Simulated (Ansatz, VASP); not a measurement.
**One calculation of Nb, two programs**

```
CELL_PARAMETERS angstrom
0.00000 2.16517 2.16517
2.16517 0.00000 2.16517
2.16517 2.16517 0.00000
ATOMIC_POSITIONS crystal
Nb 0.00000 0.00000 0.00000
```

Alike in both runs: task single point; functional PBE; k mesh 14 × 14 × 14; occupations fermi-dirac, width 0.1 eV; no spin polarisation.

```csv
,VASP,Ansatz
version,VASP 6.6.1,Ansatz 0.2.0
potentials or method,"VASP PAW PBE potentials, release 64 (Nb_sv)","plane waves (420 eV) with PAW, scalar-relativistic"
plane-wave cutoff (eV),520,420
valence electrons in the cell,13,13
```

Ansatz gave:

* pressure (GPa): -11.0

Q: Estimate VASP's values.

A: Pressure (GPa): -11.3.

With one functional, cell and mesh, what is left measures potentials, basis and numerics.
